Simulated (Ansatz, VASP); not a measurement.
# One calculation of Rb, two programs

Contents of INCAR:

```
ALGO     = Normal         # electronic algorithm
EDIFF    = 1E-6           # SCF threshold, eV
ENCUT    = 520            # plane-wave cutoff, eV
GGA      = PS             # functional
ISIF     = 2              # what is computed and relaxed
ISMEAR   = -1             # smearing method
LASPH    = True           # aspherical terms in the spheres
LCHARG   = True           # write CHGCAR
LELF     = True           # ELF
LREAL    = False          # projectors in reciprocal space
LVHAR    = True         
LWAVE    = False          # write WAVECAR
NBANDS   = 10             # bands
NELM     = 60             # most SCF steps
PREC     = Accurate       # precision mode
SIGMA    = 0.1            # smearing width, eV
```

File KPOINTS:

```
k-points
0
Gamma
  9 9 9
```

File POSCAR:

```
Rb
1.0
    3.9993577636      0.0000000000      0.0000000000
    0.0000000000      3.9993577636      0.0000000000
    0.0000000000      0.0000000000      3.9993577636
Rb
1
Direct
    0.0000000000      0.0000000000      0.0000000000
```

Input for Ansatz:

```yaml
crystal:
  lattice:
    - [3.9993577636, 0.0, 0.0]
    - [0.0, 3.9993577636, 0.0]
    - [0.0, 0.0, 3.9993577636]
  atoms:
    - { symbol: Rb, position: [0.0, 0.0, 0.0] }
kpoints:
  mp_grid: { grid: [9, 9, 9] }
scf:
  occupations: { method: fermi_dirac, width: 0.1 }
hamiltonian:
  xc: pbesol
  pseudopotentials: { kind: paw }
output:
  forces: true
  stress: true
  eigenvalues: true
  populations: true
```

Change from the starting cell: volume scaled by 0.68, PAW files.

Alike in both runs: task single point; functional PBEsol; k mesh 9 × 9 × 9; occupations fermi-dirac, width 0.1 eV; no spin polarisation.

|  | VASP | Ansatz |
| --- | --- | --- |
| version | VASP 6.6.1 | Ansatz 0.2.0 |
| potentials or method | VASP PAW PBE potentials, release 64 (Rb_sv) | PAW with Ansatz's default frozen-core files, scalar-relativistic |
| plane-wave cutoff (eV) | 520 | 420 |
| valence electrons in the cell | 9 | 9 |

|  | VASP | Ansatz | Ansatz less VASP |
| --- | --- | --- | --- |
| pressure (GPa) | 1.8 | 1.8 | 0.00 |

Caveats: the PAW data sets were made with another functional, which shifts forces and pressure a little (VASP).
